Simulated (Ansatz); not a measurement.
## CdSe: frozen-core PAW against all-electron methods

```
Cd Se
1.0
     0.00000    3.07027    3.07027
     3.07027    0.00000    3.07027
     3.07027    3.07027    0.00000
Cd Se
1 1
Direct
  0.00000 0.00000 0.00000
  0.25000 0.25000 0.25000
```

Atom numbers follow the list: Cd1, Se2.

The cell is the one relaxed in the Materials Project (mp-2691), not relaxed further here; entries there can be hypothetical.

Levels of theory: DFT, PBE, PAW with Ansatz's default frozen-core files, scalar-relativistic (Ansatz 0.2.0); DFT, PBE, all-electron PAW with datasets made for the crystal, scalar-relativistic (Ansatz 0.2.0); DFT, PBE, all-electron LAPW, scalar-relativistic (Ansatz 0.2.0).

For PAW: a Γ-centred 8×8×8 k mesh, Fermi–Dirac smearing of 0.03 eV, cutoff 420 eV, no spin polarisation. The crystal-made all-electron datasets (AE datasets) take a cutoff of 240 eV at this cell. LAPW targets a basis error of 1 meV/atom. The Ansatz runs share mesh, smearing and spin set-up. Plane-wave (PAW) pressures include the program's estimate of the Pulay term.

Stress and pressure are positive in compression.

Levels count from the top of the valence band.

```csv
quantity,PAW,AE datasets,LAPW
pressure (GPa),1.29,1.30,1.30
band gap (eV),0.550,0.550,0.550
highest filled level at W (eV),-2.086,-2.085,-2.085
lowest empty level at W (eV),4.912,4.912,4.912
highest filled level at Γ (eV),0.000,0.000,0.000
lowest empty level at Γ (eV),0.550,0.551,0.550
highest filled level at U (eV),-1.436,-1.435,-1.435
lowest empty level at U (eV),3.719,3.719,3.719
```

PAW's pressure differs from the LAPW value by -0.02 GPa. Datasets made for the crystal and LAPW share parts of one code, so their agreement isn't an independent check.
